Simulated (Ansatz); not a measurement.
An Ansatz run on fluorite PbO₂ left the output below. The starting cell comes from a relaxation with PBE.

Structure:
```xyz
3
Lattice="0.0000 2.7050 2.7050 2.7050 0.0000 2.7050 2.7050 2.7050 0.0000" Properties=species:S:1:pos:R:3 pbc="T T T"
Pb    0.0000    0.0000    0.0000
O     1.3525    1.3525    1.3525
O     4.0575    4.0575    4.0575
```

The log, with set-up remarks and timings taken out:
```
Functional definition: r2SCAN
  parameter k0 = 0.174
  parameter k1 = 0.065
  parameter a1 = 4.9479
  exchange = r2scan_x(k0 = k0, k1 = k1, a1 = a1)
  correlation = r2scan_c
Crystal: 3 atoms, lattice volume = 39.584 Å³
Basis set: ecut = 500 eV, 965 PW (Γ)
Bands: 17, of which v1, the nominal top of the filled ones, is band 13 counted from 1 (12 counted from 0)
Symmetry: 48 space group operations
Space group: Fm-3m (ITA 225)
k-points: 29 of 512
preconditioner: auto → none  [σ=0.020 eV  ℏωp=30.1 eV]
SCF 1 converged in 6 iterations: F = -13055.303730 eV  dr2 = 3.28e-8
relax step 1: F+E_penalty+E_count = -13055.30372953 eV  P = -7.327 GPa  Ω = 39.584 Å³
SCF 2 converged in 6 iterations: F = -13055.350501 eV  dr2 = 4.22e-8
relax step 2: F+E_penalty+E_count = -13055.35050142 eV  P = +2.309 GPa  Ω = 37.052 Å³
SCF 3 converged in 5 iterations: F = -13055.353810 eV  dr2 = 6.44e-8
relax step 3: F+E_penalty+E_count = -13055.35381004 eV  P = -0.285 GPa  Ω = 37.629 Å³
SCF 4 converged in 3 iterations: F = -13055.353898 eV  dr2 = 1.90e-7
relax step 4: F+E_penalty+E_count = -13055.35389781 eV  P = -0.008 GPa  Ω = 37.565 Å³
SCF 5 converged in 5 iterations: F = -13055.352866 eV  dr2 = 2.88e-11
relax step 5: F+E_penalty+E_count = -13055.35286596 eV  P = +0.016 GPa  Ω = 37.565 Å³  (SCF on a basis re-selected at this cell)
SCF converged after 5 iterations
Free energy (F): -13055.352866 eV
Internal energy: -13055.352624 eV  (E = F + TS)
E sigma→0 (E₀):  -13055.352745 eV
Entropy (-TS):   -0.000242 eV (-0.081 meV/atom)
Fermi energy:    10.177308 eV
--- Per-component energies (eV) ---
  E_band       = -5.322549
  E_kinetic    = 642.861283
  E_local      = -1462.547624
  E_nonlocal   = 452.357293
  E_hartree    = 562.962302
  E_xc         = -349.094691
  E_vxc        = -348.093978
  E_paw        = -10767.560514
  E_vpaw       = -438.905659
  E_vtau       = 23.079534
  E_ewald      = -2135.234314
  E_core_change = 0.901621
  E_smearing   = -0.000242
--- Forces (eV/Å), atoms counted from 1 ---
  atom   1  Pb      0.00000      0.00000      0.00000
  atom   2  O       0.00000      0.00000      0.00000
  atom   3  O       0.00000      0.00000      0.00000
--- Stress (GPa, compression-positive) ---
        0.016004       0.000000       0.000000
        0.000000       0.016004       0.000000
        0.000000       0.000000       0.016004
  P = ⅓ Tr σ = 0.0160 GPa (0.160 kbar)
--- Relaxed structure (4 steps of the walk, 4 accepted, 1 SCFs on fresh bases) ---
  F+E_penalty+E_count = -13055.35286596 eV
  cell:  # Å, volume = 37.5646 Å³
    - [0.000000, 2.658170, 2.658170]
    - [2.658170, 0.000000, 2.658170]
    - [2.658170, 2.658170, 0.000000]
  atoms:
    - { symbol: Pb, position: [0.000000, 0.000000, 0.000000] }
    - { symbol: O, position: [0.250000, 0.250000, 0.250000] }
    - { symbol: O, position: [0.750000, 0.750000, 0.750000] }
```

**Question.** What input produced it? Give the YAML.

**Answer.**
```yaml
crystal:
  # lattice and atoms as above
kpoints:
  mp_grid: { grid: [8, 8, 8] }
hamiltonian:
  xc: r2scan
scf:
  occupations: { method: fermi_dirac, width: 0.02 }
relax:
  f_tol: 0.005
  cell: {}
```
The relax steps with a changing cell volume need the relax block with cell. The term E_vtau belongs to a meta-GGA, which reads the kinetic-energy density. Keys that aren't typed take their defaults; thresholds and the kind of smearing can't be read off these lines.

Command: `ansatz run input.yaml --threads 2 --pin off --max-ram 2211MiB --backend cpu --events-out ev --progress --plain --runs-dir out`. Wall time 12 s on 2 threads of Arm Neoverse N1 (shared host), load about 0.7 per core; peak host memory 0.42 GiB.

Note: simulated data, non-magnetic, for a generated structure that need not be the stable one.
